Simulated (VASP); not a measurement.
C213N2 (a cell with a defect), 215 atoms in the cell. The cell holds a defect, 215 atoms: a = 10.716 Å, b = 10.716 Å, c = 10.716 Å, α = 90.00°, β = 90.00°, γ = 90.00°. The cell was built by a generator and needn't be a form met in nature.

```yaml
Program: VASP 6.6.1
Task: hyperfine couplings
Functional: HSE06
Potentials_or_basis: VASP PAW PBE potentials, release 64 (N, C)
Cutoff: 420 eV
k_mesh: 1 × 1 × 1
Occupations: gaussian, width 0.01 eV
Spin: collinear spin, ferromagnetic start
Fixed_moment: 1 μB
Pname: qdf-n2vm-216
Grid_for_exact_exchange_PRECFOCK: Fast
Screening_parameter: 0.2 1/A
Further_INCAR_settings: ALGO = Normal; EDIFF = 1e-06; ISYM = 0; NELECT = 863
```

Potentials or basis: VASP PAW PBE potentials, release 64 (N, C).

Run with:

```bash
$ cat potpaw_PBE.64/N/POTCAR potpaw_PBE.64/C/POTCAR > POTCAR
$ cp INCAR.step1 INCAR
$ mpirun -np 1 vasp_std > vasp.out
$ cp INCAR.step2 INCAR
$ mpirun -np 1 vasp_std > vasp.out
```

Hardware: 1 × NVIDIA H100 80GB with 1 thread of AMD EPYC 7R13 Processor (Zen 3) (shared host).

Q: How long does it take, and how much memory?

A: Wall time 69 min on 1 × NVIDIA H100 80GB with 1 thread of AMD EPYC 7R13 Processor (Zen 3) (shared host), peak memory 2.1 GiB. Counts: scf iterations 12, k points 1.
